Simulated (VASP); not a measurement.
Output of a VASP run:

### OSZICAR
```
...
DAV:  13    -0.204448131431E+02    0.71034E-03   -0.61261E-04   446   0.241E-01    0.369E-02
DAV:  14    -0.204455364604E+02   -0.72332E-03   -0.39006E-04   446   0.244E-01    0.210E-02
DAV:  15    -0.204455525854E+02   -0.16125E-04   -0.18314E-05   458   0.464E-02    0.133E-02
DAV:  16    -0.204455736852E+02   -0.21100E-04   -0.11656E-05   449   0.478E-02    0.951E-03
DAV:  17    -0.204455710107E+02    0.26745E-05   -0.23915E-07   286   0.572E-03    0.727E-03
DAV:  18    -0.204455703271E+02    0.68364E-06   -0.78334E-07   452   0.128E-02
   1 F= -.20445570E+02 E0= -.20445570E+02  d E =-.204456E+02
       N       E                     dE             d eps       ncg     rms          rms(c)
DAV:   1    -0.204508192545E+02   -0.52482E-02   -0.12044E-01   494   0.550E+00    0.419E-01
DAV:   2    -0.204470898225E+02    0.37294E-02   -0.45501E-03   467   0.872E-01    0.202E-01
DAV:   3    -0.204463021637E+02    0.78766E-03   -0.22361E-03   485   0.559E-01    0.601E-02
DAV:   4    -0.204457032271E+02    0.59894E-03   -0.57069E-04   440   0.313E-01    0.177E-02
DAV:   5    -0.204462851518E+02   -0.58192E-03   -0.40006E-04   440   0.279E-01    0.607E-03
DAV:   6    -0.204462893183E+02   -0.41665E-05   -0.18916E-05   440   0.539E-02    0.242E-03
DAV:   7    -0.204462934884E+02   -0.41701E-05   -0.21680E-06   440   0.213E-02    0.794E-04
DAV:   8    -0.204462914085E+02    0.20799E-05   -0.42953E-07   440   0.999E-03    0.241E-04
DAV:   9    -0.204462943246E+02   -0.29162E-05   -0.17167E-07   386   0.654E-03    0.117E-04
DAV:  10    -0.204462934542E+02    0.87042E-06   -0.20520E-08   220   0.221E-03
   2 F= -.20446293E+02 E0= -.20446293E+02  d E =-.723127E-03
       N       E                     dE             d eps       ncg     rms          rms(c)
DAV:   1    -0.204469848299E+02   -0.69051E-03   -0.15318E-02   494   0.197E+00    0.149E-01
DAV:   2    -0.204465178055E+02    0.46702E-03   -0.57738E-04   467   0.311E-01    0.718E-02
DAV:   3    -0.204464352662E+02    0.82539E-04   -0.28327E-04   485   0.200E-01    0.212E-02
DAV:   4    -0.204463540760E+02    0.81190E-04   -0.69848E-05   440   0.109E-01    0.603E-03
DAV:   5    -0.204464353463E+02   -0.81270E-04   -0.50908E-05   440   0.982E-02    0.249E-03
DAV:   6    -0.204464332402E+02    0.21061E-05   -0.27361E-06   440   0.204E-02    0.850E-04
DAV:   7    -0.204464338811E+02   -0.64084E-06   -0.28308E-07   440   0.773E-03
   3 F= -.20446434E+02 E0= -.20446434E+02  d E =-.863554E-03
       N       E                     dE             d eps       ncg     rms          rms(c)
DAV:   1    -0.204488008996E+02   -0.23677E-02   -0.61291E-02   494   0.394E+00    0.298E-01
DAV:   2    -0.204469158157E+02    0.18851E-02   -0.22975E-03   470   0.623E-01    0.144E-01
DAV:   3    -0.204465360686E+02    0.37975E-03   -0.11408E-03   485   0.401E-01    0.426E-02
DAV:   4    -0.204462402654E+02    0.29580E-03   -0.28718E-04   440   0.219E-01    0.124E-02
DAV:   5    -0.204465290863E+02   -0.28882E-03   -0.20565E-04   440   0.197E-01    0.462E-03
DAV:   6    -0.204465295373E+02   -0.45106E-06   -0.10242E-05   440   0.395E-02    0.175E-03
DAV:   7    -0.204465317110E+02   -0.21737E-05   -0.10568E-06   440   0.149E-02    0.597E-04
DAV:   8    -0.204465303197E+02    0.13913E-05   -0.18199E-07   420   0.654E-03    0.166E-04
DAV:   9    -0.204465322490E+02   -0.19293E-05   -0.72410E-08   223   0.432E-03    0.771E-05
DAV:  10    -0.204465317580E+02    0.49102E-06   -0.93308E-09   220   0.147E-03
   4 F= -.20446532E+02 E0= -.20446532E+02  d E =-.961431E-03
```

OUTCAR:
```
------------------------ aborting loop because EDIFF is reached ----------------------------------------
  FORCE on cell =-STRESS in cart. coord.  units (eV):
  Direction    XX          YY          ZZ          XY          YZ          ZX
  --------------------------------------------------------------------------------------
  Total        0.0149841      0.0149841      0.0149841      0.0000000      0.0000000      0.0000000
  in kB        0.4589557      0.4589557      0.4589557      0.0000000      0.0000000      0.0000000
  external PRESSURE =       0.4589557 kB  Pullay stress =       0.0000000 kB
  volume of cell :       52.31
      direct lattice vectors                 reciprocal lattice vectors
     0.000000000  2.968336630  2.968336630    -0.168444507  0.168444507  0.168444507
     2.968336630 -0.000000000  2.968336630     0.168444507 -0.168444507  0.168444507
     2.968336630  2.968336630 -0.000000000     0.168444507  0.168444507 -0.168444507
 POSITION                                       TOTAL-FORCE (eV/Angst)
 -----------------------------------------------------------------------------------
      0.00000      0.00000     -0.00000         0.000000      0.000000      0.000000
      2.96834      2.96834      2.96834         0.000000     -0.000000     -0.000000
 -----------------------------------------------------------------------------------
    total drift:                                0.000000     -0.000000     -0.000000
  FREE ENERGIE OF THE ION-ELECTRON SYSTEM (eV)
  ---------------------------------------------------
  free  energy   TOTEN  =       -20.4465317580 eV

  energy  without entropy=      -20.4465317580  energy(sigma->0) =      -20.44653176

 reached required accuracy - stopping structural energy minimisation
```
(Selected blocks of OUTCAR.)

### POSCAR
```
NaBr
1
    0.0000000000     2.9850000000     2.9850000000
    2.9850000000     0.0000000000     2.9850000000
    2.9850000000     2.9850000000     0.0000000000
Na Br
1 1
Direct
  0.0000000000   0.0000000000   0.0000000000
  0.5000000000   0.5000000000   0.5000000000
```

**Question.** Write an INCAR and KPOINTS that could have produced this output.

**Answer.** One answer among several that fit: the input of the run itself, r2SCAN meta-GGA, plane waves, VASP's PBE PAW potentials (set 64).

### INCAR
```
SYSTEM = NaBr
PREC = Accurate
ENCUT = 520
EDIFF = 1E-6
NELM = 100
ALGO = Normal
LREAL = .FALSE.
LASPH = .TRUE.
ISMEAR = 0
SIGMA = 0.05
METAGGA = R2SCAN
LMIXTAU = .TRUE.
LMAXMIX = 4
LWAVE = .FALSE.
LCHARG = .FALSE.
IBRION = 2
ISIF = 3
NSW = 60
EDIFFG = -0.01
```

**KPOINTS**
```
Automatic
0
gamma
 7 7 7
```

POTCAR, in this order: Na_pv Br (PBE.64 set). Program: vasp_std.

The compound is NaBr in the rock salt structure. This run relaxes it. Symmetry was kept, so distortions that lower it aren't found.
